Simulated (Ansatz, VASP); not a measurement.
## InPd in VASP and in Ansatz

```
In Pd
1.0
     3.27188    0.00000    0.00000
     0.00000    3.27188    0.00000
     0.00000    0.00000    3.27188
In Pd
1 1
Direct
  0.00000 0.00000 0.00000
  0.50000 0.50000 0.50000
```

The cell comes from a database or a generator and needn't be the stable form of this composition.

Alike in both runs: task single point; functional r2SCAN; k mesh 14 × 14 × 14; occupations gaussian, width 0.15 eV; no spin polarisation.

```csv
,VASP,Ansatz
version,VASP 6.6.1,Ansatz 0.2.0
potentials or method,"VASP PAW PBE potentials, release 64 (In_d, Pd)","scalar-relativistic, plane waves, PAW"
plane-wave cutoff (eV),520,500
valence electrons in the cell,23,31
```

```tsv
	VASP	Ansatz	Ansatz less VASP
gap on the k mesh at the Fermi level (eV)	none	none	-
pressure (GPa)	-0.1	-0.6	-0.55
```

A gap of «none» marks a metal or a gap that the smearing closes. The functional is the same, so the differences come from potentials, cutoffs and numerics. The two sets of potentials don't hold the same shells in valence.

Caveats: the PAW data sets were made with another functional, which shifts forces and pressure a little (VASP).
